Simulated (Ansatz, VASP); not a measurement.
# Fe: VASP beside Ansatz

Contents of INCAR:

```
SYSTEM = Fe
ALGO = Normal
EDIFF = 1E-8
ENCUT = 520
GGA = PE
ISIF = 2
ISMEAR = -1
ISPIN = 2
LASPH = .True.
LCHARG = .False.
LEFG = .True.
LMAXMIX = 4
LORBIT = 11
LREAL = .False.
LWAVE = .False.
MAGMOM = 3
NBANDS = 14
NELM = 150
PREC = Accurate
SIGMA = 0.05
```

File KPOINTS:

```
k-points
0
Gamma
  18 18 18
  0 0 0
```

The input POSCAR:

```
Fe
1.0
    0.0000000000      1.7296335702      1.7296335702
    1.7296335702      0.0000000000      1.7296335702
    1.7296335702      1.7296335702      0.0000000000
Fe
1
Direct
    0.0000000000      0.0000000000      0.0000000000
```

Input for Ansatz:

```yaml
crystal:
  lattice:
    - [0.0, 1.7296335702, 1.7296335702]
    - [1.7296335702, 0.0, 1.7296335702]
    - [1.7296335702, 1.7296335702, 0.0]
  atoms:
    - { symbol: Fe, position: [0.0, 0.0, 0.0], spin: 3.0 }
magnetization:
  spin_polarized: true
kpoints:
  mp_grid: { grid: [18, 18, 18] }
scf:
  occupations: { method: fermi_dirac, width: 0.05 }
hamiltonian:
  xc: pbe
  pseudopotentials: { kind: paw }
output:
  forces: true
  stress: true
  eigenvalues: true
  efg: { contact_densities: true }
```

Change from the starting cell: volume scaled by 0.98, PAW files.

Alike in both runs: task electric field gradients; functional PBE; k mesh 18 × 18 × 18; occupations fermi-dirac, width 0.05 eV; collinear spin.

|  | VASP | Ansatz |
| --- | --- | --- |
| version | VASP 6.6.1 | Ansatz 0.2.0 |
| potentials or method | VASP PAW PBE potentials, release 64 (Fe) | PAW with Ansatz's default frozen-core files, scalar-relativistic |
| plane-wave cutoff (eV) | 520 | 420 |
| valence electrons in the cell | 8 | 16 |

|  | VASP | Ansatz | Ansatz less VASP |
| --- | --- | --- | --- |
| pressure (GPa) | 4.1 | 4.3 | +0.21 |
| net moment per atom (μB) | 0.96 | 0.93 | -0.031 |
| size of the moment on the site where the two differ most (μB) | 0.95 | 0.94 | -0.011 |
| Vzz of the field gradient on the site that differs most (V/Å²) | 0.0 | 0.0 | 0.00 |

Site moments also hang on the region over which each program counts them. The two sets of potentials don't hold the same shells in valence.
